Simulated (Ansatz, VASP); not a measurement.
# BN: 3 runs at one level of theory

The starting cell:

```
N B
1.0
     0.00000    1.81300    1.81300
     1.81300    0.00000    1.81300
     1.81300    1.81300    0.00000
N B
1 1
Direct
  0.25000 0.25000 0.25000
  0.00000 0.00000 0.00000
```

The cell is a database's computed one, not the measured one.

Alike in all runs: task relaxation of cell and atoms; functional PBE; dispersion D4; k mesh 13 × 13 × 13; occupations fermi-dirac, width 0.05 eV; no spin polarisation; no spin-orbit coupling.

```csv
program and potentials,plane-wave cutoff (eV),notes,equilibrium volume (Å³/atom)
"Ansatz, Ansatz PAW",420,-,5.87
"VASP, PBE PAW files B, N, 600 eV",600,-,5.86
"Ansatz, all-electron LAPW, scalar-relativistic",-,-,5.87
```

The equilibrium volume spans 5.86 (VASP, PBE PAW files B, N, 600 eV) to 5.87 Å³/atom (Ansatz, all-electron LAPW, scalar-relativistic), with all-electron results at 5.87. Relaxations stop with a little pressure left, so the last digit of a volume isn't settled.

The functional is the same throughout but for its coding, so the spread measures potentials, basis and numerics; runs on potential files found faulty are left out.
